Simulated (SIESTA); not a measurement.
# GaN (F-43m) in SIESTA: settings compared, part 2 of 2

SIESTA 5.4.2.

## 4. Band structure, PBE

GaN.fdf

```
SystemName                      GaN
SystemLabel                     GaN
NumberOfSpecies                 2
NumberOfAtoms                   2
%block ChemicalSpeciesLabel
  1  31 Ga
  2   7 N
%endblock ChemicalSpeciesLabel

LatticeConstant                 1.0 Ang
%block LatticeVectors
     0.0000000000     2.2535006075     2.2535006075
     2.2535006075     0.0000000000     2.2535006075
     2.2535006075     2.2535006075     0.0000000000
%endblock LatticeVectors
AtomicCoordinatesFormat         Fractional
%block AtomicCoordinatesAndAtomicSpecies
     0.0000000000     0.0000000000     0.0000000000  1  Ga
     0.2500000000     0.2500000000     0.2500000000  2  N
%endblock AtomicCoordinatesAndAtomicSpecies

%block kgrid.MonkhorstPack
   10   0   0  0.0
    0  10   0  0.0
    0   0  10  0.0
%endblock kgrid.MonkhorstPack
XC.Functional                   GGA
XC.Authors                      PBE
PAO.BasisSize                   DZP
PAO.EnergyShift                 0.003 Ry
Mesh.Cutoff                     800 Ry
OccupationFunction              FD
ElectronicTemperature           0.05 eV
MaxSCFIterations                120
SCF.MustConverge                false
SCF.Mixer.Method                Pulay
SCF.Mixer.Weight                0.25
SCF.Mixer.History               8
SCF.DM.Tolerance                5.0e-05
SCF.H.Tolerance                 1.0e-03 eV
WriteForces                     true
Charge.Mulliken                 end
BandLinesScale                  ReciprocalLatticeVectors
%block BandLines
    1    0.000000   0.000000   0.000000  \Gamma
   12    0.500000   0.000000   0.500000  X
    6    0.500000   0.250000   0.750000  W
    4    0.375000   0.375000   0.750000  K
   13    0.000000   0.000000   0.000000  \Gamma
   11    0.500000   0.500000   0.500000  L
    8    0.625000   0.250000   0.625000  U
    4    0.500000   0.250000   0.750000  W
    9    0.500000   0.500000   0.500000  L
    8    0.375000   0.375000   0.750000  K
    1    0.625000   0.250000   0.625000  U
    4    0.500000   0.000000   0.500000  X
%endblock BandLines
%block PAO.Basis
  Ga 4
  n=4 0 2
    6.497 0.000
  n=4 1 2
    8.791 0.000
  n=3 2 2
    3.626 0.000
  n=4 2 1
    8.791
%endblock PAO.Basis
```

Potentials or basis: SG15 1.2 (PBE files) or PseudoDojo by element, DZP (energy shift 0.003 Ry; two zetas on semicore shells).

Run with:

```sh
siesta GaN.fdf > GaN.out 2>&1
```

GaN.out:

```text
Version         : 5.4.2

[... 6 lines left out ...]
 NOTE: Please see the manual for full details and compatibility measures.

reinit: Reading from file GaN.fdf

reinit: -----------------------------------------------------------------------
reinit: System Name: GaN
reinit: -----------------------------------------------------------------------
reinit: System Label: GaN
reinit: -----------------------------------------------------------------------

initatom: Reading input for the pseudopotentials and atomic orbitals ----------
Species number:   1 Atomic number:   31 Label: Ga
Species number:   2 Atomic number:    7 Label: N

Ground state valence configuration (from tables):   4s02  4p01  4d00  4f00
Ground state valence configuration (from tables):   2s02  2p03  3d00  4f00

---- Processing specs for species: Ga
Reading pseudopotential information in PSML from:
  Ga.psml
PSML file version: 1.1
Using libxc ids:  101 130
GGA--PBE XC_GGA_X_PBE--XC_GGA_C_PBE pb
Semicore shell(s) with 10 electrons included in the valence for Ga

---- Processing specs for species: N
[... 615 lines left out ...]
siesta:    -0.000008   -0.052575   -0.000008
siesta:    -0.000008   -0.000008   -0.052575

siesta: Cell volume =         22.887746 Ang**3

siesta: Pressure (static):
siesta:                Solid            Molecule  Units
siesta:           0.00057261          0.00057270  Ry/Bohr**3
siesta:           0.05257469          0.05258284  eV/Ang**3
siesta:          84.23394293         84.24700530  kBar

Basis Enthalpy Calculation:
    Basis Pressure for species 1(Ga) :      0.2000000 GPa
    Basis Pressure for species 2(N) :      0.2000000 GPa

    Orbital volume contribution        =           1.938895 eV
    (Free)E + p_basis*V_orbitals       =       -2055.628213 eV
    (Free)Eharris+ p_basis*V_orbitals  =       -2055.628213 eV

mulliken: Atomic and Orbital Populations:

Species: Ga
Atom  Qatom  Qorb
               4s      4s      4py     4pz     4px     4py     4pz     4px
               3dxy    3dyz    3dz2    3dxz    3dx2-y2 3dxy    3dyz    3dz2
               3dxz    3dx2-y2 4dxy    4dyz    4dz2    4dxz    4dx2-y2
   1 12.287   1.207  -0.056   0.017   0.017   0.017   0.392   0.392   0.392
              1.832   1.832   1.832   1.832   1.832   0.177   0.177   0.173

              0.177   0.173  -0.070  -0.070   0.040  -0.070   0.040

Species: N
Atom  Qatom  Qorb
               2s      2s      2py     2pz     2px     2py     2pz     2px
               3Pdxy   3Pdyz   3Pdz2   3Pdxz   3Pdx2-y2
   2  5.713   1.896  -0.161   1.204   1.204   1.204   0.107   0.107   0.107
              0.009   0.009   0.009   0.009   0.009

mulliken: Qtot =       18.000

Mulliken Atomic Populations:
Atom #   charge [q] valence [e]  Species
     1     0.713018   12.286982  Ga
     2    -0.713018    5.713018  N
 Total    -0.000000

Job completed
```

It took 3 min on 1 thread of AMD EPYC 7R43 (Zen 3), shared host; peak memory 0.33 GiB.

What came out:

```yaml
Free_energy: -2057.5671 eV
Pressure: 8.4 GPa
Band_gap_on_the_k_mesh: 1.83 eV, direct
Band_gap_along_the_path: 1.83 eV, direct
```

Levels at the corners of the path, in eV from the valence-band top:
| point | band 7 | band 8 | band 9 | band 10 | band 11 | band 12 |
| --- | --- | --- | --- | --- | --- | --- |
| Γ | 0.00 | 0.00 | 0.00 | 1.83 | 10.29 | 10.29 |
| X | -6.21 | -2.76 | -2.76 | 3.36 | 6.82 | 11.97 |
| W | -5.76 | -3.76 | -3.71 | 6.36 | 8.69 | 10.48 |
| K | -5.94 | -4.33 | -2.22 | 5.07 | 8.02 | 11.26 |
| Γ | 0.00 | 0.00 | 0.00 | 1.83 | 10.29 | 10.29 |
| L | -7.13 | -0.99 | -0.99 | 4.67 | 9.22 | 10.59 |
| U | -5.94 | -4.33 | -2.22 | 5.07 | 8.02 | 11.26 |
| W | -5.76 | -3.76 | -3.71 | 6.36 | 8.69 | 10.48 |
| L | -7.13 | -0.99 | -0.99 | 4.67 | 9.22 | 10.59 |
| K | -5.94 | -4.33 | -2.22 | 5.07 | 8.02 | 11.26 |
| U | -5.94 | -4.33 | -2.22 | 5.07 | 8.02 | 11.26 |
| X | -6.21 | -2.76 | -2.76 | 3.36 | 6.82 | 11.97 |

Caveat: the basis of atomic orbitals isn't converged, which shifts pressures, moduli and gaps.

## 5. The runs side by side

| level | potentials or basis | gap on the mesh (eV) | pressure (GPa) |
| --- | --- | --- | --- |
| PBE | PseudoDojo 0.4 standard (PBE files), TZP (energy shift 0.003 Ry; two zetas on semicore shells) | 1.85 | 7.2 |
| BLYP | PseudoDojo 0.4 standard (PBE files), DZP (energy shift 0.003 Ry; two zetas on semicore shells) | 1.91 | 13.2 |
| PBE | SG15 1.2 (PBE files) or PseudoDojo by element, DZP (energy shift 0.003 Ry; two zetas on semicore shells) | 1.83 | 8.4 |

Alike in all rows: task band structure; no spin polarisation; cell as given; k mesh 10 × 10 × 10; smearing fermi-dirac 0.05 eV; grid cutoff 800 Ry; energy shift 0.003 Ry.

Caveats: the basis of atomic orbitals isn't converged, which shifts pressures, moduli and gaps; the potentials were made for another functional, which shifts forces and pressure (some runs).

Absolute energies hang on the potentials; compare differences alone.

## 6. Against experiment

Step 2. Against the measured gap of GaN, 3.299 eV (direct; 0 K; a printed reference work, textbook), the calculated 1.85 eV is off by -1.45 eV. Spin-orbit coupling on Ga is left out. The value is that of PBE in an atomic basis (PseudoDojo 0.4 standard (PBE files), TZP (energy shift 0.003 Ry; two zetas on semicore shells)), whose error adds to the functional's,, without temperature or zero-point motion. Semilocal functionals fall short of measured gaps as a rule. The cell is a database's relaxed one, not the measured one, which moves gaps too.

Step 3. Measured gap of GaN: 3.299 eV (direct; 0 K; a printed reference work, textbook). This calculation gives 1.91 eV (-1.39 eV). Spin-orbit coupling on Ga is left out. The value is that of BLYP in an atomic basis (PseudoDojo 0.4 standard (PBE files), DZP (energy shift 0.003 Ry; two zetas on semicore shells)), whose error adds to the functional's,, without temperature or zero-point motion. Semilocal functionals fall short of measured gaps as a rule. The cell is a database's relaxed one, not the measured one, which moves gaps too.

Step 4. A measured gap of GaN is 3.299 eV (direct; 0 K; a printed reference work, textbook); the calculated 1.83 eV misses it by -1.47 eV. Spin-orbit coupling on Ga is left out. The value is that of PBE in an atomic basis (SG15 1.2 (PBE files) or PseudoDojo by element, DZP (energy shift 0.003 Ry; two zetas on semicore shells)), whose error adds to the functional's,, without temperature or zero-point motion. Semilocal functionals fall short of measured gaps as a rule. The cell is a database's relaxed one, not the measured one, which moves gaps too.
